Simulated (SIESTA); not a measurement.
This SIESTA 5.4.2 run on Cr needs a look.

File Cr.fdf:

```
SystemName                      Cr
SystemLabel                     Cr
NumberOfSpecies                 1
NumberOfAtoms                   1
%block ChemicalSpeciesLabel
  1  24 Cr
%endblock ChemicalSpeciesLabel

LatticeConstant                 1.0 Ang
%block LatticeVectors
    -1.4943366600     1.5452007300     1.3932153400
     1.5696721600    -1.4509560800     1.3743061900
     1.4063430800     1.3629625000    -1.2989706900
%endblock LatticeVectors
AtomicCoordinatesFormat         Fractional
%block AtomicCoordinatesAndAtomicSpecies
     0.0000000000     0.0000000000     0.0000000000  1  Cr
%endblock AtomicCoordinatesAndAtomicSpecies

%block kgrid.MonkhorstPack
   13   0   0  0.0
    0  13   0  0.0
    0   0  13  0.0
%endblock kgrid.MonkhorstPack
XC.Functional                   GGA
XC.Authors                      PBE
PAO.BasisSize                   DZP
PAO.EnergyShift                 0.003 Ry
Mesh.Cutoff                     800 eV
Spin                            polarized
%block DM.InitSpin
    1   3.000
%endblock DM.InitSpin
OccupationFunction              FD
ElectronicTemperature           0.05 eV
MaxSCFIterations                50
SCF.MustConverge                false
SCF.Mixer.Method                Pulay
SCF.Mixer.Weight                0.1
SCF.Mixer.History               10
SCF.DM.Tolerance                5.0e-05
SCF.H.Tolerance                 1.0e-03 eV
WriteForces                     true
Charge.Mulliken                 end
%block PAO.Basis
  Cr 5
  n=3 0 2
    2.885 0.000
  n=4 0 2
    8.703 0.000
  n=3 1 2
    3.267 0.000
  n=4 1 1
    8.703
  n=3 2 2
    6.381 0.000
%endblock PAO.Basis
```

Potentials or basis: PseudoDojo 0.4 standard (PBE files), DZP (energy shift 0.003 Ry; two zetas on semicore shells).

The run is started by

```console
$ siesta < Cr.fdf > Cr.out 2>&1
```

Cr.out:

```text
Version         : 5.4.2

                           ***********************
                           *  WELCOME TO SIESTA  *
                           ***********************

 NOTE: Siesta V5 introduces some new defaults for basis-set generation
 NOTE: which might lead to slightly different numerical results.
 NOTE: Please see the manual for full details and compatibility measures.

reinit: Reading from standard input
reinit: Dumping input in INPUT_TMP.39090
************************** Dump of input data file ****************************
SystemName                      Cr
SystemLabel                     Cr
NumberOfSpecies                 1
NumberOfAtoms                   1
%block ChemicalSpeciesLabel
  1  24 Cr
%endblock ChemicalSpeciesLabel
LatticeConstant                 1.0 Ang
%block LatticeVectors
    -1.4943366600     1.5452007300     1.3932153400
     1.5696721600    -1.4509560800     1.3743061900
     1.4063430800     1.3629625000    -1.2989706900
%endblock LatticeVectors
AtomicCoordinatesFormat         Fractional
%block AtomicCoordinatesAndAtomicSpecies
     0.0000000000     0.0000000000     0.0000000000  1  Cr
%endblock AtomicCoordinatesAndAtomicSpecies
%block kgrid.MonkhorstPack
[... 573 lines left out ...]
siesta:         796.84038812        796.84038812  kBar

Basis Enthalpy Calculation:
    Basis Pressure for species 1(Cr) :      0.2000000 GPa

    Orbital volume contribution        =           1.491351 eV
    (Free)E + p_basis*V_orbitals       =       -2422.091966 eV
    (Free)Eharris+ p_basis*V_orbitals  =       -2422.091967 eV

mulliken: Atomic and Orbital Populations:

[... 2 lines left out ...]
Species: Cr
Atom  Qatom  Qorb
               3s      3s      4s      4s      3py     3pz     3px     3py
               3pz     3px     4py     4pz     4px     3dxy    3dyz    3dz2
               3dxz    3dx2-y2 3dxy    3dyz    3dz2    3dxz    3dx2-y2
   1  7.000   0.904   0.035   0.077   0.107   0.945   0.944   0.945   0.055
              0.055   0.055   0.129   0.133   0.122   0.616   0.552   0.502

              0.570   0.439  -0.031  -0.018  -0.063  -0.024  -0.050

mulliken: Qtot =        7.000

[... 2 lines left out ...]
Species: Cr
Atom  Qatom  Qorb
               3s      3s      4s      4s      3py     3pz     3px     3py
               3pz     3px     4py     4pz     4px     3dxy    3dyz    3dz2
               3dxz    3dx2-y2 3dxy    3dyz    3dz2    3dxz    3dx2-y2
   1  7.000   0.904   0.035   0.077   0.107   0.945   0.944   0.945   0.055
              0.055   0.055   0.129   0.133   0.122   0.616   0.552   0.502

              0.570   0.439  -0.031  -0.018  -0.063  -0.024  -0.050

mulliken: Qtot =        7.000

Mulliken Atomic Populations:
Atom #   charge [q] valence [e]      Sz [e]  Species
     1     0.000000   14.000000    0.000016  Cr
 Total     0.000000                0.000016

Job completed
```

Q: How did it end, and where is the flaw?

A: The run converged. The input holds a flaw that was put in on purpose: mesh cutoff in eV where Ry was meant (Mesh.Cutoff = 800 eV). The program doesn't stop on it, so the numbers can't be trusted though the run ends normally.
